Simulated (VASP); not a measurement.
Input of a VASP 6.6.1 run:

Contents of INCAR:

```
PREC     = Accurate       # precision mode
ENCUT    = 600            # plane-wave cutoff, eV
EDIFF    = 1E-7           # SCF threshold, eV
ISMEAR   = 0              # smearing method
SIGMA    = 0.03           # smearing width, eV
LREAL    = F              # projectors in reciprocal space
LASPH    = T              # aspherical terms in the spheres
NELM     = 80             # most SCF steps
ALGO     = Normal         # electronic algorithm
ISIF     = 2              # what is computed and relaxed
LWAVE    = F              # write WAVECAR
LCHARG   = F              # write CHGCAR
METAGGA  = R2SCAN         # meta-GGA
LMIXTAU  = T            
IBRION   = 2              # ionic algorithm
NSW      = 40             # ionic steps
EDIFFG   = -0.01          # ionic threshold
```

Contents of KPOINTS:

```
regular mesh
0
Gamma
  8 8 8
```

POSCAR

```
GaP                                     
1.0
    0.0000000000      2.7252500000      2.7252500000
    2.7252500000      0.0000000000      2.7252500000
    2.7252500000      2.7252500000      0.0000000000
  Ga              P             
     1     1
Direct
     0.0000000000000000    0.0000000000000000    0.0000000000000000
     0.2500000000000000    0.2500000000000000    0.2500000000000000
```

Potentials or basis: VASP PAW PBE potentials, release 64 (Ga_d, P).

The run is started by

```sh
$ cat potpaw_PBE.64/Ga_d/POTCAR potpaw_PBE.64/P/POTCAR > POTCAR
$ mpirun -np 1 vasp_std > vasp.out
```

(1) What does it give for the band gap on the k mesh?

## Answers

(1) 1.90 eV, indirect (least direct gap 2.34 eV).

Caveat: the relaxation stopped at its first step, so nothing moved.

**What was measured.**

“Stacking defects in GaP nanowires: Electronic structure and optical properties”, 2018, arxiv:1810.01194 quotes, for a bulk crystal of GaP at 10 K: band gap 2.34 eV (indirect).

Measured gap of GaP: 2.34 eV (indirect; 10 K; quoted in “Stacking defects in GaP nanowires: Electronic structure and optical properties”, 2018, arxiv:1810.01194). This calculation gives 1.90 eV (-0.44 eV). Spin-orbit coupling on Ga is left out. The value is that of r2SCAN on a finite k mesh, which can miss the band edges, without temperature or zero-point motion.
